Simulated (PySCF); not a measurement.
Task: Write Cartesian coordinates for InChI=1S/C3HN/c1-2-3-4/h1H as optimised with PBE0/def2-TZVP.

Result: 
```
atom  x, y, z in Å
C1    -1.2738   -0.1703   -0.0292
C2    -0.0824   -0.0192   -0.0014
C3     1.2749    0.1579    0.0277
N4     2.4190    0.3079    0.0520
H5    -2.3301   -0.3080   -0.0509
```

Orientation and origin are arbitrary. Atoms count from 1 in this order. The 2 C–C bonds span 1.201 Å (C1≡C2, drawn triple) to 1.369 Å (C2–C3, drawn single), a spread of 0.168 Å.

Bonds between heavy atoms (Å): C1≡C2 1.201, C2–C3 1.369, C3≡N4 1.154.

Theory: PySCF, PBE0/def2-TZVP geometry optimisation, gas phase.

Point group: C∞v (every atom within 0.08 Å of its image). Stationary, but not proved a minimum.

***

Task: What does the GFN2-xTB structure of InChI=1S/C2H6O2/c3-1-2-4/h3-4H,1-2H2 look like in three dimensions?

Result: 
Z-matrix in Å and degrees, rows numbered from 1:
```
O 
C   1  1.4150
C   2  1.5297  1  107.42
O   3  1.4019  2  111.73  1    62.84
H   1  0.9617  2  109.26  3  -179.44
H   2  1.0983  1  110.41  3   119.27
H   2  1.0979  1  110.94  3  -119.59
H   3  1.0918  2  109.91  1  -178.91
H   3  1.0993  2  108.71  1   -59.48
H   4  0.9655  3  106.98  2   -51.76
```

O1 (alcohol oxygen) is bent (angle 109.3°). H10 on O4 lies 2.40 Å from O1, 4 bonds away (angle at H 107°; Bondi radii sum to 2.72 Å).

Computed geometry: GFN2-xTB, gas phase.

Stationary, but not proved a minimum. The numbers are those of one conformer (H–O1–C2–C3 -179°, O1–C2–C3–O4 63°, C2–C3–O4–H -52°).

***

**Question.** Give a PBE0-D3(BJ)/def2-SVP geometry of `[NH3]->[Cu][SH]` (Cu(NH3)(SH)). (Singlet state.)

**Answer.** 
```
atom  x, y, z in Å
Cu1    0.1578    0.0712   -0.6551
N2     0.1483    0.0496    1.3065
H3     1.0005    0.4648    1.6869
H4     0.0891   -0.8962    1.6873
H5    -0.6336    0.5752    1.7009
S6     0.2413    0.1236   -2.7888
H7    -1.0034   -0.3883   -2.9378
```

Any rigid rotation of these coordinates is as good. Atoms count from 1 in this order. N2 (nitrogen bonded to Cu and 3 H) is tetrahedral (angles from 106.6° to 112.6°).

Bonds between heavy atoms (Å): Cu1–N2 1.962, Cu1–S6 2.136.

Level of theory: PBE0-D3(BJ)/def2-SVP geometry optimisation, gas phase in PySCF.

Point group: near Cs, missed by 0.10 Å at most; the miss may be what the optimiser left on a soft mode. Stationary, but not proved a minimum.
